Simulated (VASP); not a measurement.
KBr: single point with PBE

KBr:

```
CELL_PARAMETERS angstrom
0.00000 3.34997 3.34997
3.34997 0.00000 3.34997
3.34997 3.34997 0.00000
ATOMIC_POSITIONS crystal
K 0.00000 0.00000 0.00000
Br 0.50000 0.50000 0.50000
```

The cell is a database's computed one.

* Program: VASP 6.6.1
* Task: single point
* Functional: PBE
* Potentials or basis: VASP PAW PBE potentials, release 64 (K_sv, Br)
* Cutoff: 520 eV
* k mesh: 6 × 6 × 6
* Occupations: gaussian, width 0.02 eV
* Spin: no spin polarisation

The pressure is 0.1 GPa and the band gap on the k mesh is 4.32 eV, direct.

Levels at points of the mesh, in eV from the valence-band top:
| k point | band 5 | band 6 | band 7 | band 8 | band 9 | band 10 | band 11 | band 12 |
| --- | --- | --- | --- | --- | --- | --- | --- | --- |
| (0.00, 0.00, 0.00) | -11.35 | 0.00 | 0.00 | 0.00 | 4.32 | 7.59 | 7.59 | 7.59 |
| (0.50, 0.00, 0.00) | -11.12 | -1.09 | -0.30 | -0.30 | 6.49 | 8.06 | 9.64 | 9.64 |
| (0.50, 0.50, 0.00) | -11.38 | -0.77 | -0.27 | -0.27 | 5.91 | 7.03 | 9.26 | 9.29 |

Wall time 11 s on 1 thread of Intel(R) Xeon(R) 6975P-C (Granite Rapids), with other jobs on the host, peak memory 0.2 GiB.
